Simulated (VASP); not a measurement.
Write the native input for VASP 6.6.1 that does the following.

```
Task                   : single point
Functional             : PBE
Potentials or basis    : VASP PAW PBE potentials, release 64 (Li_sv, Cl)
Cutoff                 : 520 eV
k mesh                 : 12 × 12 × 4
Occupations            : gaussian, width 0.1 eV
Spin                   : no spin polarisation
Dipole correction      : no
Further INCAR settings : ALGO = Fast; EDIFF = 1e-07; NBANDS = 28
```

The structure of Li5Cl3 lies in POSCAR:

```
Li5Cl3
1.0
    3.2311479846      0.0000000000      0.0000000000
    0.0000000000      3.2311479846      0.0000000000
    0.0000000000      0.0000000000     14.8696316953
Li Cl
5 3
Direct
    0.0000000000      0.0000000000      0.2115011211
    0.0000000000      0.0000000000      0.7884988789
    0.0000000000      0.0000000000      0.0000000000
    0.5000000000      0.5000000000      0.3978363824
    0.5000000000      0.5000000000      0.6021636176
    0.5000000000      0.5000000000      0.1113483884
    0.5000000000      0.5000000000      0.8886516116
    0.0000000000      0.0000000000      0.5000000000
```

The cell was built by a generator and needn't be a form met in nature.

The cell isn't the ideal one: species swapped into the Ti3Pd5 type (P4/mmm, No. 123).

The input as run:

INCAR

```
SYSTEM = Li5Cl3
  PREC = Accurate
  ENCUT = 520
  EDIFF = 1E-7
  ISMEAR = 0
  SIGMA = 0.1
  LREAL = .FALSE.
  LASPH = .TRUE.
  NELM = 100
  ALGO = Fast
  ISIF = 2
  LWAVE = .FALSE.
  LCHARG = .FALSE.
  GGA = PE
  NBANDS = 28
```

KPOINTS

```
regular mesh
0
G
  12 12 4
  0 0 0
```

Potentials or basis: VASP PAW PBE potentials, release 64 (Li_sv, Cl).

The run is started by

```console
$ cat potpaw_PBE.64/Li_sv/POTCAR potpaw_PBE.64/Cl/POTCAR > POTCAR
$ mpirun -np 1 vasp_std > vasp.out
```

Results of the run:

The largest force is 0.003 eV/Å. The band gap on the k mesh is none (metal or under the smearing width).

It took 6.4 min on 1 thread of Intel(R) Xeon(R) Platinum 8488C (Sapphire Rapids), with other jobs on the host, peak memory 0.4 GiB.
